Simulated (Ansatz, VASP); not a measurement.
## Pt in VASP and in Ansatz

Contents of INCAR:

```
SYSTEM = Pt
PREC = Accurate
ENCUT = 600
EDIFF = 1E-6
ISMEAR = 0
SIGMA = 0.1
LREAL = .FALSE.
LASPH = .TRUE.
NELM = 100
ALGO = Normal
ISIF = 3
LWAVE = .FALSE.
LCHARG = .FALSE.
GGA = PE
IBRION = 2
NSW = 90
EDIFFG = -0.04
```

File KPOINTS:

```
regular mesh
0
G
  4 4 4
  0 0 0
```

File POSCAR:

```
Pt
1.0
    0.0000000000      3.9970173898      3.2105490081
    3.6898254328      0.0000000000      3.2105490081
    3.6898254328      3.9970173898      0.0000000000
Pt
5
Direct
    0.7658600000      0.2658600000      0.2341400000
    0.2658600000      0.7658600000      0.7341400000
    0.8221700000      0.4888300000      0.5111700000
    0.4888300000      0.8221700000      0.1778300000
    0.9289700000      0.9289700000      0.0710300000
```

Input for Ansatz:

```yaml
crystal:
  lattice:
    - [0.0, 3.9970173898, 3.2105490081]
    - [3.6898254328, 0.0, 3.2105490081]
    - [3.6898254328, 3.9970173898, 0.0]
  atoms:
    - { symbol: Pt, position: [0.76586, 0.26586, 0.23414] }
    - { symbol: Pt, position: [0.26586, 0.76586, 0.73414] }
    - { symbol: Pt, position: [0.82217, 0.48883, 0.51117] }
    - { symbol: Pt, position: [0.48883, 0.82217, 0.17783] }
    - { symbol: Pt, position: [0.92897, 0.92897, 0.07103] }
basis:
  ecutwfc: 420
kpoints:
  mp_grid: { grid: [4, 4, 4] }
hamiltonian:
  xc: pbe
scf:
  occupations: { method: gaussian, width: 0.1 }
  lower_state_search: "off"
output:
  forces: true
  stress: true
  eigenvalues: true
relax:
  adjacent_minimum: "off"
  f_tol: 0.04
  max_steps: 70
  cell: { stress_tol: 0.4 }
```

Alike in both runs: task relaxation of cell and atoms; functional PBE; k mesh 4 × 4 × 4; occupations gaussian, width 0.1 eV; no spin polarisation.

|  | VASP | Ansatz |
| --- | --- | --- |
| version | VASP 6.6.1 | Ansatz 0.2.0 |
| potentials or method | VASP PAW PBE potentials, release 64 (Pt) | scalar-relativistic, plane waves, PAW |
| plane-wave cutoff (eV) | 600 | 420 |
| valence electrons in the cell | 50 | 90 |

```tsv
	VASP	Ansatz	Ansatz less VASP
gap on the k mesh at the Fermi level, each at its own relaxed structure (eV)	none	none	-
relaxed volume (Å³/atom)	19.23	18.43	-0.800
relaxed cell length with the largest relative difference (Å)	4.948	4.714	-0.2344
energy change over the relaxation (meV/atom)	-2738	-2988	-250.1
```

A gap of «none» marks a metal or a gap that the smearing closes. The two sets of potentials don't hold the same shells in valence.

Caveats: the k mesh is coarse (spacing up to 0.38 Å⁻¹), so the values aren't converged. The runs have no spin-orbit coupling, so splittings on Pt are missing.
